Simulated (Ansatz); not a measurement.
# TiAl: an energy map of one atom

The task, for TiAl: map the energy of atom 1 (Ti) over a plane.

Computed with Ansatz 0.2.0 (DFT PBEsol, scalar-relativistic, plane waves, PAW, unless a step's input says otherwise).

## Step 1: The system as given

It takes space group P4/mmm (No. 123, tetragonal). The conventional cell has a = 2.837 Å, b = 2.837 Å, c = 4.059 Å, α = 90.00°, β = 90.00°, γ = 90.00°. Ti (site symmetry 4/mmm) has 4 Ti at 2.84 Å and 8 Al at 2.85 Å as nearest neighbours. Al (site symmetry 4/mmm) is surrounded by 4 Al at 2.84 Å and 8 Ti at 2.85 Å.

As a file:

```
CELL_PARAMETERS angstrom
2.83730 0.00000 0.00000
0.00000 2.83730 0.00000
0.00000 0.00000 4.05910
ATOMIC_POSITIONS crystal
Ti 0.00000 0.00000 0.00000
Al 0.50000 0.50000 0.50000
```

The cell is taken as given, not relaxed at this level.

## Step 2: The reference cell

Reference values: F = -2999.2623 eV; pressure -3.93 GPa; largest force 0.000 eV/Å; gap on the mesh none (metal). It was computed beforehand with the settings of the runs below.

## Step 3: Next: an energy map of one atom

Atom 1 (Ti) is moved by p along (0.707, 0.707, 0.000) and q along (0.000, 0.000, 1.000) (Å), all else fixed; its images in the other cells move with it. Points alike by symmetry are run once.

## Step 4: At p = -0.600, q = -0.600

File input.yaml:

```yaml
crystal:
  lattice:
    - [2.8373, 0.0, 0.0]
    - [0.0, 2.8373, 0.0]
    - [0.0, 0.0, 4.0591]
  atoms:
    - { symbol: Ti, position: [-0.1495309163, -0.1495309163, -0.1478160183] }
    - { symbol: Al, position: [0.5, 0.5, 0.5] }
basis:
  ecutwfc: 420
kpoints:
  mp_grid: { grid: [16, 16, 12] }
hamiltonian:
  xc: pbesol
scf:
  occupations: { method: gaussian, width: 0.15 }
output:
  forces: true
  stress: true
  eigenvalues: true
```

Started as:

```bash
$ ansatz run input.yaml --threads 1 --pin off --max-ram 2560MiB --backend cpu --events-out ev --progress --plain --runs-dir out
```

## Step 5: p = -0.600, q = 0.000

input.yaml, as its differences from that of step 4:

```diff
@@ -6,3 +6,3 @@
   atoms:
-    - { symbol: Ti, position: [-0.1495309163, -0.1495309163, -0.1478160183] }
+    - { symbol: Ti, position: [-0.1495309163, -0.1495309163, 0.0] }
     - { symbol: Al, position: [0.5, 0.5, 0.5] }
```

## Step 6: At p = 0.000, q = -0.600

input.yaml, as its differences from that of step 5:

```diff
@@ -6,3 +6,3 @@
   atoms:
-    - { symbol: Ti, position: [-0.1495309163, -0.1495309163, 0.0] }
+    - { symbol: Ti, position: [0.0, 0.0, -0.1478160183] }
     - { symbol: Al, position: [0.5, 0.5, 0.5] }
@@ -20 +20,5 @@
   eigenvalues: true
+  write_density: true
+  write_potential: true
+  elf: true
+  volumetric_format: npy
```

## Step 7: At p = -0.600, q = -0.300

input.yaml, as its differences from that of step 6:

```diff
@@ -6,3 +6,3 @@
   atoms:
-    - { symbol: Ti, position: [0.0, 0.0, -0.1478160183] }
+    - { symbol: Ti, position: [-0.1495309163, -0.1495309163, -0.0739080092] }
     - { symbol: Al, position: [0.5, 0.5, 0.5] }
@@ -20,5 +20 @@
   eigenvalues: true
-  write_density: true
-  write_potential: true
-  elf: true
-  volumetric_format: npy
```

## Step 8: p = -0.300, q = -0.600

input.yaml, as its differences from that of step 7:

```diff
@@ -6,3 +6,3 @@
   atoms:
-    - { symbol: Ti, position: [-0.1495309163, -0.1495309163, -0.0739080092] }
+    - { symbol: Ti, position: [-0.0747654581, -0.0747654581, -0.1478160183] }
     - { symbol: Al, position: [0.5, 0.5, 0.5] }
```

## Step 9: Point p = -0.300, q = 0.000

input.yaml, as its differences from that of step 8:

```diff
@@ -6,3 +6,3 @@
   atoms:
-    - { symbol: Ti, position: [-0.0747654581, -0.0747654581, -0.1478160183] }
+    - { symbol: Ti, position: [-0.0747654581, -0.0747654581, 0.0] }
     - { symbol: Al, position: [0.5, 0.5, 0.5] }
```

## Step 10: At p = 0.000, q = -0.300

input.yaml, as its differences from that of step 9:

```diff
@@ -6,3 +6,3 @@
   atoms:
-    - { symbol: Ti, position: [-0.0747654581, -0.0747654581, 0.0] }
+    - { symbol: Ti, position: [0.0, 0.0, -0.0739080092] }
     - { symbol: Al, position: [0.5, 0.5, 0.5] }
```

## Step 11: p = -0.300, q = -0.300

input.yaml, as its differences from that of step 10:

```diff
@@ -6,3 +6,3 @@
   atoms:
-    - { symbol: Ti, position: [0.0, 0.0, -0.0739080092] }
+    - { symbol: Ti, position: [-0.0747654581, -0.0747654581, -0.0739080092] }
     - { symbol: Al, position: [0.5, 0.5, 0.5] }
```

(Steps that only read results are left out.)

What does the calculation give? Wanted: highest point; lowest point away from the origin.

The runs gave:

```
                         quantity                                       value
                    highest point  2.825 eV/cell at (p, q) = (-0.600, -0.600)
lowest point away from the origin            0.195 eV/cell at (-0.300, 0.000)
```

The undisturbed cell is the lowest computed point. Read as harmonic, the points at ±0.300 Å give force constants of 4.34 eV/Å² along p and 5.68 eV/Å² along q: the atom moves more easily along p.
